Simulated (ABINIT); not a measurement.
A run of ABINIT 10.8.3 (patched build) is set up as follows.

run.abi

```
ndtset 2

pp_dirpath "./"
pseudos "Zn.upf, O.upf"

acell 3*1.0
rprim
     6.1403022146     0.0000000000     0.0000000000
    -3.0701511073     5.3176577047     0.0000000000
     0.0000000000     0.0000000000     9.8373642945
ntypat 2
znucl 30 8
natom 4
typat 1 1 2 2
xred
     0.6666666667     0.3333333333     0.0000000000
     0.3333333333     0.6666666667     0.5000000000
     0.3333333333     0.6666666667     0.8790100000
     0.6666666667     0.3333333333     0.3790100000

ecut 42.0

ixc 2

occopt 3
tsmear 0.05 eV

nstep 100

iomode 3
prtwf 0
prteig 0
prtebands 0
prtden1 1

kptopt1 1
ngkpt1 9 9 5
nshiftk1 1
shiftk1 0.0 0.0 0.0
nband1 32
tolvrs1 1.0e-10

iscf2 -2
getden2 1
nband2 38
nbdbuf2 4
tolwfr2 1.0e-11
kptopt2 -7
ndivsm2 5
prteig2 1
prtvol2 -3
kptbounds2
     0.0000000000     0.0000000000     0.0000000000
     0.5000000000     0.0000000000     0.0000000000
     0.3333333333     0.3333333333     0.0000000000
     0.0000000000     0.0000000000     0.0000000000
     0.0000000000     0.0000000000     0.5000000000
     0.5000000000     0.0000000000     0.5000000000
     0.3333333333     0.3333333333     0.5000000000
     0.0000000000     0.0000000000     0.5000000000
```

Potentials or basis: PseudoDojo NC SR LDA v0.4.1 standard.

Command:

```console
$ abinit run.abi > log 2>&1
```

**Question.** What does it give for the largest force?

**Answer.** 0.052 eV/Å.

**Question.** Estimate the pressure.

**Answer.** -7.4 GPa.

**Question.** Estimate the band gap along the path.

**Answer.** 0.79 eV, direct.

**Question.** Estimate the band gap on the k mesh.

**Answer.** 0.79 eV, direct.

Forces in eV/Å, atoms in the order of the input:
```
Zn   0.000  0.000 -0.052
Zn   0.000  0.000 -0.052
O    0.000  0.000  0.052
O    0.000  0.000  0.052
```

**Experimental background.**

“Electronic structure of alkaline earth and post-transition metal oxides”, 2009, arxiv:0908.1581 quotes, for a bulk crystal of ZnO: band gap 3.37 eV.

Measured gap of ZnO: 3.37 eV (quoted in “Electronic structure of alkaline earth and post-transition metal oxides”, 2009, arxiv:0908.1581). This calculation gives 0.79 eV (-2.58 eV). So large a miss can be the level of theory's own, or it may mean another phase, state or a wrong row. The value is that of LDA-PZ, without temperature or zero-point motion. Semilocal functionals fall short of measured gaps as a rule.
